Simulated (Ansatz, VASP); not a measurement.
**HfC: VASP beside Ansatz**

```
Hf C
1.0
     0.00000    2.52168    2.52168
     2.52168    0.00000    2.52168
     2.52168    2.52168    0.00000
Hf C
1 1
Cartesian
  0.0000 0.0000 0.0000
  1.2608 1.2608 1.2608
```

Alike in both runs: functional PBE; k mesh 13 × 13 × 13; occupations fermi-dirac, width 0.1 eV; no spin polarisation.

Ansatz relaxed the structure, and its values are those at the end. VASP's run is a single point on that final structure, the one shown.

|  | VASP | Ansatz |
| --- | --- | --- |
| version | VASP 6.6.1 | Ansatz 0.2.0 |
| potentials or method | VASP PAW PBE potentials, release 64 (Hf_pv, C), cutoff 520 eV | all-electron LAPW, scalar-relativistic |

```tsv
	VASP	Ansatz	Ansatz less VASP
pressure (GPa)	-0.3	0.1	+0.41
```

Ansatz ran all-electron here, so the differences hold the error of VASP's frozen core and of both bases.
